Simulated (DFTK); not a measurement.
# Hf (Im-3m) in DFTK: a series of runs

One crystal, Hf, is run at these levels: PBE; tasks: single point.

All numbers are computed with DFTK 0.8.2; they aren't measurements. Logs are shortened: lines on timing, memory, paths and dates and some standing lists are left out, and cuts for length are marked.

**1. The crystal as given**

Symmetry: Im-3m, No. 229, cubic system. The conventional cell has a = 3.610 Å, b = 3.610 Å, c = 3.610 Å, α = 90.00°, β = 90.00°, γ = 90.00°. Hf (site symmetry m-3m) has 8 Hf at 3.13 Å as nearest neighbours.

This isn't the form of Hf at room conditions, which is hcp.

**2. Single point, PBE**

Input file run.jl:

```julia
using DFTK
using PseudoPotentialData
using Unitful, UnitfulAtomic
using LinearAlgebra, Printf
include("save.jl")
disable_threading()

# lattice vectors are the columns
lattice = austrip(1u"Å") * [        -1.805          1.805          1.805;
                    1.805         -1.805          1.805;
                    1.805          1.805         -1.805]
symbols   = [:Hf]
positions = [[0.0, 0.0, 0.0]]
pseudopotentials = PseudoFamily("dojo.nc.sr.pbe.v0_4_1.standard.upf")
elements = Dict(s => ElementPsp(s, pseudopotentials) for s in unique(symbols))
atoms    = [elements[s] for s in symbols]

build_model(lattice, positions; symmetries=true) =
    model_DFT(lattice, atoms, positions;
              functionals=PBE(),
              temperature=austrip(0.1u"eV"),
              smearing=Smearing.FermiDirac(),
              symmetries)
Ecut  = 35.0  # hartree
kgrid = [10, 10, 10]
tol   = 1e-6
to_GPa = ustrip(uconvert(u"GPa", 1u"hartree/bohr^3"))

model = build_model(lattice, positions)
basis = PlaneWaveBasis(model; Ecut, kgrid)
display(basis)
scfres = self_consistent_field(basis;
                               tol,
                               nbandsalg=AdaptiveBands(model; n_bands_converge=11))
display(scfres.energies)
@printf "Fermi level: %.6f eV\n" ustrip(auconvert(u"eV", something(scfres.εF, NaN)))
forces = compute_forces_cart(scfres)
println("Forces (eV/Å)")
for (s, f) in zip(symbols, forces)
    @printf "%-3s %12.6f %12.6f %12.6f\n" s ustrip.(auconvert.(u"eV/Å", f))...
end
stress = compute_stresses_cart(scfres)
println("Stress (GPa)")
display(round.(stress * to_GPa; digits=4))
println("Levels at the first k-point (eV): ", round.(ustrip.(auconvert.(u"eV", scfres.eigenvalues[1][1:scfres.n_bands_converge])); digits=4))
save_scf!(scfres; forces, stress)
```

Potentials or basis: dojo.nc.sr.pbe.v0_4_1.standard.upf (PBE).

On the command line:

```
julia --threads=1 run.jl  # save.jl only writes the numbers to a file and isn't shown; printed stress counts tension as positive; times include loading and compiling
```

The program printed:

```text
PlaneWaveBasis discretization:

    Ecut                 : 35.0 Ha
    fft_size             : (36, 36, 36), 46656 total points
    kgrid                : MonkhorstPack([10, 10, 10])
    num.   red. kpoints  : 1000
    num. irred. kpoints  : 47

    Discretized Model(gga_x_pbe+gga_c_pbe, 3D):
        lattice (in Bohr)    : [-3.41096  , 3.41096   , 3.41096   ]
                               [3.41096   , -3.41096  , 3.41096   ]
                               [3.41096   , 3.41096   , -3.41096  ]
        unit cell volume     : 158.74 Bohr³

        atoms                : Hf
        pseudopot. family    : PseudoFamily("dojo.nc.sr.pbe.v0_4_1.standard.upf")

        num. electrons       : 12
        spin polarization    : none
        temperature          : 0.0036749 Ha
        smearing             : DFTK.Smearing.FermiDirac()

        terms                : Kinetic()
                               AtomicLocal()
                               AtomicNonlocal()
                               Ewald(nothing)
                               PspCorrection()
                               Hartree()
                               Xc(gga_x_pbe, gga_c_pbe)
                               Entropy()
n     Energy            log10(ΔE)   log10(Δρ)   Diag   Δtime
---   ---------------   ---------   ---------   ----   ------
  1   -56.40262528196                   -1.15    5.1    10.5s
  2   -56.40594202191       -2.48       -1.41    1.0    4.46s
  3   -56.40754145489       -2.80       -2.15    2.6    6.63s
  4   -56.40757092036       -4.53       -2.74    2.4    6.33s
  5   -56.40757551610       -5.34       -3.32    2.5    7.04s
  6   -56.40757571720       -6.70       -4.06    2.0    5.49s
  7   -56.40757572594       -8.06       -4.69    2.5    6.52s
  8   -56.40757572632       -9.42       -5.22    2.9    7.05s
  9   -56.40757572636      -10.45       -5.94    2.0    5.87s
 10   -56.40757572636      -11.88       -6.60    2.6    6.55s
Energy breakdown (in Ha):
    Kinetic             14.4237917
    AtomicLocal         -29.8959427
    AtomicNonlocal      2.7229124
    Ewald               -38.4092956
    PspCorrection       1.6588813
    Hartree             7.3248668
    Xc                  -14.2303261
    Entropy             -0.0024634

    total               -56.407575726360
Fermi level: 9.719015 eV
Forces (eV/Å)
Hf      0.000000     0.000000     0.000000
Stress (GPa)
3×3 StaticArraysCore.SMatrix{3, 3, Float64, 9} with indices SOneTo(3)×SOneTo(3):
  4.5578   0.0     -0.0
 -0.0      4.5578   0.0
  0.0     -0.0      4.5578
Levels at the first k-point (eV): [-52.0075, -20.2876, -20.2876, -20.2876, 2.8416, 11.2062, 11.2062, 11.2062, 13.8472, 13.8472, 22.7065]
```

It took 3.2 min on 1 thread of AMD EPYC, shared host; peak memory 1.5 GiB.

Results:

```
Free energy            : -1534.9283 eV
Pressure               : -4.6 GPa
Band gap on the k mesh : none (metal or under the smearing width)
```

Spin-orbit coupling is left out, which matters for the levels of Hf.

**3. Single point, PBE**

Changes to run.jl since step 2:

```diff
@@ -21,3 +21,3 @@
               temperature=austrip(0.1u"eV"),
-              smearing=Smearing.FermiDirac(),
+              smearing=Smearing.Gaussian(),
               symmetries)
```

Potentials or basis: dojo.nc.sr.pbe.v0_4_1.standard.upf (PBE).

On the command line:

```
julia --threads=1 run.jl  # save.jl only writes the numbers to a file and isn't shown; printed stress counts tension as positive; times include loading and compiling
```

It took 3.4 min on 1 thread of AMD EPYC, shared host; peak memory 1.5 GiB.

The run converged. Its results:

| Property | Result |
| --- | --- |
| Free energy | -1534.9008 eV |
| Pressure | -4.9 GPa |
| Band gap on the k mesh | none (metal or under the smearing width) |

Levels at points of the mesh, in eV from the Fermi level:
```
              k point  band 4  band 5  band 6  band 7  band 8  band 9
   (0.00, 0.00, 0.00)  -30.01   -6.88    1.49    1.49    1.49    4.13
  (-0.50, 0.00, 0.00)  -30.01   -3.23   -0.41    0.87    3.93    4.89
(-0.50, -0.50, -0.50)  -30.50   -2.37   -2.37    6.41    6.41    6.41
```

**4. Single point, PBE**

Changes to run.jl since step 3:

```diff
@@ -21,3 +21,3 @@
               temperature=austrip(0.1u"eV"),
-              smearing=Smearing.Gaussian(),
+              smearing=Smearing.MarzariVanderbilt(),
               symmetries)
```

On the command line:

```
julia --threads=1 run.jl  # save.jl only writes the numbers to a file and isn't shown; printed stress counts tension as positive; times include loading and compiling
```

Wall time 3.3 min (1 thread of AMD EPYC, shared host); peak memory 1.5 GiB.

It converged, with:

| Quantity | Value |
| --- | --- |
| Free energy | -1534.8964 eV |
| Pressure | -5.1 GPa |
| Band gap on the k mesh | none (metal or under the smearing width) |

Levels at points of the mesh, in eV from the Fermi level:
| k point | band 2 | band 3 | band 4 | band 5 | band 6 | band 7 | band 8 | band 9 | band 10 | band 11 |
| --- | --- | --- | --- | --- | --- | --- | --- | --- | --- | --- |
| (0.00, 0.00, 0.00) | -30.00 | -30.00 | -30.00 | -6.88 | 1.49 | 1.49 | 1.49 | 4.13 | 4.13 | 12.99 |
| (-0.50, 0.00, 0.00) | -30.69 | -30.23 | -30.00 | -3.23 | -0.41 | 0.87 | 3.93 | 4.89 | 7.19 | 9.51 |
| (-0.50, -0.50, -0.50) | -30.49 | -30.49 | -30.49 | -2.36 | -2.36 | 6.42 | 6.42 | 6.42 | 6.82 | 6.82 |

The run has no spin-orbit coupling, so splittings on Hf are missing.

**5. Single point, PBE**

Changes to run.jl since step 4:

```diff
@@ -21,3 +21,3 @@
               temperature=austrip(0.1u"eV"),
-              smearing=Smearing.MarzariVanderbilt(),
+              smearing=Smearing.MethfesselPaxton(1),
               symmetries)
```

Potentials or basis: dojo.nc.sr.pbe.v0_4_1.standard.upf (PBE).

On the command line:

```
julia --threads=1 run.jl  # save.jl only writes the numbers to a file and isn't shown; printed stress counts tension as positive; times include loading and compiling
```

The program printed:

```text
PlaneWaveBasis discretization:

    Ecut                 : 35.0 Ha
    fft_size             : (36, 36, 36), 46656 total points
    kgrid                : MonkhorstPack([10, 10, 10])
    num.   red. kpoints  : 1000
    num. irred. kpoints  : 47

    Discretized Model(gga_x_pbe+gga_c_pbe, 3D):
        lattice (in Bohr)    : [-3.41096  , 3.41096   , 3.41096   ]
                               [3.41096   , -3.41096  , 3.41096   ]
                               [3.41096   , 3.41096   , -3.41096  ]
        unit cell volume     : 158.74 Bohr³

        atoms                : Hf
        pseudopot. family    : PseudoFamily("dojo.nc.sr.pbe.v0_4_1.standard.upf")

        num. electrons       : 12
        spin polarization    : none
        temperature          : 0.0036749 Ha
        smearing             : DFTK.Smearing.MethfesselPaxton(1)

        terms                : Kinetic()
                               AtomicLocal()
                               AtomicNonlocal()
                               Ewald(nothing)
                               PspCorrection()
                               Hartree()
                               Xc(gga_x_pbe, gga_c_pbe)
                               Entropy()
n     Energy            log10(ΔE)   log10(Δρ)   Diag   Δtime
---   ---------------   ---------   ---------   ----   ------
  1   -56.40137159463                   -1.15    5.1    10.1s
  2   -56.40476697620       -2.47       -1.41    1.0    4.06s
  3   -56.40636988434       -2.80       -2.15    2.6    5.91s
  4   -56.40639861827       -4.54       -2.76    2.4    5.64s
  5   -56.40640296690       -5.36       -3.37    2.5    5.73s
  6   -56.40640309991       -6.88       -4.13    2.1    5.54s
  7   -56.40640310621       -8.20       -5.01    2.5    6.38s
  8   -56.40640310625      -10.37       -5.46    3.0    6.49s
  9   -56.40640310626      -11.06       -5.93    2.0    4.14s
 10   -56.40640310626      -11.72       -6.76    2.3    5.96s
Energy breakdown (in Ha):
    Kinetic             14.4224164
    AtomicLocal         -29.8960041
    AtomicNonlocal      2.7225184
    Ewald               -38.4092956
    PspCorrection       1.6588813
    Hartree             7.3252663
    Xc                  -14.2302256
    Entropy             0.0000398

    total               -56.406403106258
Fermi level: 9.725353 eV
Forces (eV/Å)
Hf      0.000000     0.000000     0.000000
Stress (GPa)
3×3 StaticArraysCore.SMatrix{3, 3, Float64, 9} with indices SOneTo(3)×SOneTo(3):
 5.0265  0.0     0.0
 0.0     5.0265  0.0
 0.0     0.0     5.0265
Levels at the first k-point (eV): [-52.0067, -20.2866, -20.2866, -20.2866, 2.8418, 11.2071, 11.2071, 11.2071, 13.8476, 13.8476, 22.7067]
```

Run time: 3 min. Hardware: 1 thread of AMD EPYC, shared host; peak memory 1.5 GiB.

What came out:

```yaml
Free_energy: -1534.8964 eV
Pressure: -5.0 GPa
Band_gap_on_the_k_mesh: none (metal or under the smearing width)
```

Levels at points of the mesh, in eV from the Fermi level:
| k point | band 3 | band 4 | band 5 | band 6 | band 7 | band 8 | band 9 | band 10 |
| --- | --- | --- | --- | --- | --- | --- | --- | --- |
| (0.00, 0.00, 0.00) | -30.01 | -30.01 | -6.88 | 1.48 | 1.48 | 1.48 | 4.12 | 4.12 |
| (-0.50, 0.00, 0.00) | -30.24 | -30.01 | -3.23 | -0.42 | 0.87 | 3.92 | 4.88 | 7.18 |
| (-0.50, -0.50, -0.50) | -30.50 | -30.50 | -2.37 | -2.37 | 6.41 | 6.41 | 6.41 | 6.81 |

Spin-orbit coupling is left out, which matters for the levels of Hf.

**6. Single point, PBE**

Changes to run.jl since step 5:

```diff
@@ -21,3 +21,3 @@
               temperature=austrip(0.1u"eV"),
-              smearing=Smearing.MethfesselPaxton(1),
+              smearing=Smearing.MethfesselPaxton(2),
               symmetries)
```

Potentials or basis: dojo.nc.sr.pbe.v0_4_1.standard.upf (PBE).

On the command line:

```
julia --threads=1 run.jl  # save.jl only writes the numbers to a file and isn't shown; printed stress counts tension as positive; times include loading and compiling
```

It took 3.5 min on 1 thread of AMD EPYC, shared host; peak memory 1.5 GiB.

The run converged. Its results:

```
Free energy            : -1534.8967 eV
Pressure               : -5.0 GPa
Band gap on the k mesh : none (metal or under the smearing width)
```

Levels at points of the mesh, in eV from the Fermi level:
```tsv
k point	band 4	band 5	band 6	band 7	band 8	band 9
(0.00, 0.00, 0.00)	-30.02	-6.89	1.48	1.48	1.48	4.12
(-0.50, 0.00, 0.00)	-30.02	-3.24	-0.42	0.86	3.92	4.88
(-0.50, -0.50, -0.50)	-30.50	-2.37	-2.37	6.41	6.41	6.41
```

The run has no spin-orbit coupling, so splittings on Hf are missing.

**7. The reference run**

An earlier run on the cell as given: functional PBE; potentials or basis dojo.nc.sr.pbe.v0_4_1.standard.upf (PBE); cutoff 952 eV; k mesh 10 × 10 × 10; occupations fermi-dirac, width 0.05 eV; no spin polarisation.

* Pressure: -4.9 GPa
* Band gap on the k mesh: none (metal or under the smearing width)

**8. Summary**

| smearing | gap on the mesh (eV) | pressure (GPa) |
| --- | --- | --- |
| fermi-dirac 0.1 eV | none | -4.6 |
| gaussian 0.1 eV | none | -4.9 |
| cold 0.1 eV | none | -5.1 |
| methfessel-paxton order 1 0.1 eV | none | -5.0 |
| methfessel-paxton order 2 0.1 eV | none | -5.0 |
| fermi-dirac 0.05 eV | none | -4.9 |

Alike in all rows: task single point; level PBE; potentials or basis dojo.nc.sr.pbe.v0_4_1.standard.upf (PBE); no spin polarisation; cell as given; k mesh 10 × 10 × 10; cutoff (eV) 952.

Every run on the cell as given and a fine mesh finds a metal.

Total energies depend on the potentials used, so only differences within one code and one set of settings carry meaning.
